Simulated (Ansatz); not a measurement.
# F: the order of phases at one pressure

Aim: bring F in several structures (fcc, bcc, hcp, sc, omega, simple hexagonal) to one pressure and rank them by enthalpy. The pressure is set by scaling the first phase. Methods of the runs shown: PAW.

Computed with Ansatz 0.2.0 (DFT, PBE, PAW with Ansatz's default frozen-core files, scalar-relativistic, unless a step's input says otherwise).

### 1 The system as given

The structure is cubic, space group Fm-3m (No. 225). Conventional cell: a = 3.733 Å, b = 3.733 Å, c = 3.733 Å, α = 90.00°, β = 90.00°, γ = 90.00°. F (site symmetry m-3m) is surrounded by 12 F at 2.64 Å.

As a file:

```xyz
1
Lattice="0.0000 1.8663 1.8663 1.8663 0.0000 1.8663 1.8663 1.8663 0.0000" Properties=species:S:1:pos:R:3 pbc="T T T"
F     0.0000    0.0000    0.0000
```

### 2 Cell relaxed at zero pressure, PAW

input.yaml

```yaml
crystal:
  lattice:
    - [0.0, 1.8662555784, 1.8662555784]
    - [1.8662555784, 0.0, 1.8662555784]
    - [1.8662555784, 1.8662555784, 0.0]
  atoms:
    - { symbol: F, position: [0.0, 0.0, 0.0] }
kpoints:
  mp_grid: { grid: [18, 18, 18] }
scf:
  occupations: { method: fermi_dirac, width: 0.08 }
hamiltonian:
  xc: pbe
  pseudopotentials: { kind: paw }
output:
  forces: true
  stress: true
relax:
  f_tol: 0.005
  max_steps: 40
  cell: {}
```

Launch:

```
$ ansatz run input.yaml --threads 1 --pin off --max-ram 3584MiB --backend cpu --events-out ev --progress --plain --runs-dir out
```

The runs that follow: Volume scaled by 0.411, to set the pressure, PAW; Fcc relaxed under pressure, PAW; Bcc relaxed under pressure, PAW; Hcp relaxed under pressure, PAW; Sc relaxed under pressure, PAW; Omega relaxed under pressure, PAW; Simple hexagonal relaxed under pressure, PAW.

Before running it: what results should come out? Wanted: pressure; lowest.

**Answer**, as computed:

```
    quantity                            value
    pressure                          430 GPa
lowest (PAW)  omega, 192.8 meV/atom under fcc
```

In words: By PAW the order is omega < fcc ≈ bcc < hcp < simple hexagonal < sc. Only these structures were tried, with electrons smeared by 0.08 eV and without vibrations, so the true ground state may be another. The k meshes differ between phases and weren't tested, which can move differences by some meV. F has an odd count of electrons, so a run without spin can force a false metal and spoil its energy.

At pressures up to 430 GPa the PAW spheres may overlap and frozen cores may not hold, so those PAW values are rough without an all-electron check.
